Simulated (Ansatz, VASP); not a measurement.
**Two plane-wave programs on Ni3Ge**

```
CELL_PARAMETERS angstrom
3.53033 0.00000 0.00000
0.00000 3.53033 0.00000
0.00000 0.00000 3.53033
ATOMIC_POSITIONS crystal
Ni 0.50000 0.00000 0.50000
Ni 0.00000 0.50000 0.50000
Ni 0.50000 0.50000 0.00000
Ge 0.00000 0.00000 0.00000
```

The cell comes from a database or a generator and needn't be the stable form of this composition.

Alike in both runs: task single point; functional PBEsol; k mesh 12 × 12 × 12; occupations gaussian, width 0.1 eV; no spin polarisation.

```csv
,VASP,Ansatz
version,VASP 6.6.1,Ansatz 0.2.0
potentials or method,"VASP PAW PBE potentials, release 64 (Ni, Ge_d)","scalar-relativistic, plane waves, PAW"
plane-wave cutoff (eV),520,420
valence electrons in the cell,44,68
```

```tsv
	VASP	Ansatz	Ansatz less VASP
gap on the k mesh at the Fermi level (eV)	none	none	-
pressure (GPa)	-0.7	-1.0	-0.25
```

A gap of «none» marks a metal or a gap that the smearing closes. The two sets of potentials don't hold the same shells in valence.

Caveats: the PAW data sets were made with another functional, which shifts forces and pressure a little (VASP). Spin polarisation is off, so any magnetic state and its effect on volume and gap are missing.
